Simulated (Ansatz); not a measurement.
**BeTe: a single-point run**

Aim: a sound single-point run of BeTe. The structure is shown as the input types it.

The COD entry's cell or inner coordinates are ideal or old and differ from later refinements, so a difference from it is no clean test against experiment.

Program: Ansatz 0.2.0. Level of theory: density functional or hybrid calculation with the settings of its input, plane waves (as first typed). These are calculated values, not measurements.

7 further runs of the same task are left out: 7 that didn't finish.

## (1) The structure to begin with

Symmetry: F-43m, No. 216, cubic system. The conventional cell has a = 5.657 Å, b = 5.657 Å, c = 5.657 Å, α = 90.00°, β = 90.00°, γ = 90.00°. Be (site symmetry -43m) has 4 Te at 2.45 Å as nearest neighbours. Te (site symmetry -43m) has 4 Be at 2.45 Å as nearest neighbours.

As a file:

```
Be Te
1.0
     0.00000    2.82862    2.82862
     2.82862    0.00000    2.82862
     2.82862    2.82862    0.00000
Be Te
1 1
Cartesian
  0.0000 0.0000 0.0000
  1.4143 1.4143 1.4143
```

## (2) Input and run

File input.yaml:

```yaml
crystal:
  lattice:
    - [0.0, 2.828622876, 2.828622876]
    - [2.828622876, 0.0, 2.828622876]
    - [2.828622876, 2.828622876, 0.0]
  atoms:
    - { symbol: Be, position: [0.0, 0.0, 0.0] }
    - { symbol: Te, position: [0.25, 0.25, 0.25] }
kpoints:
  mp_grid: { grid: [4, 4, 4] }
hamiltonian:
  xc: hse06
scf:
  occupations: { method: fixed }
  n_extra_bands: 4
  max_iter: 91
output:
  forces: true
  stress: true
  eigenvalues: true
basis:
  ecutrho_ratio: 1
```

Command:

```sh
> ansatz run input.yaml --threads 4 --pin off --max-ram 3686MiB --backend cpu --events-out ev --progress --plain --runs-dir out
```

**Question.** How will this run end, and is anything wrong with its input?

The program finished normally, with warnings (cutoff below recommended, stress exchange threshold loose, stress scf threshold loose). Its log warns: «basis.ecutrho_ratio = 1 (ecutrho = 420 eV) is below the records' recommended 1680 eV»

In the input, basis.ecutrho_ratio is 1. The density grid can't hold the products of the orbitals.

Run again and compare: delete basis.ecutrho_ratio (the default then holds).
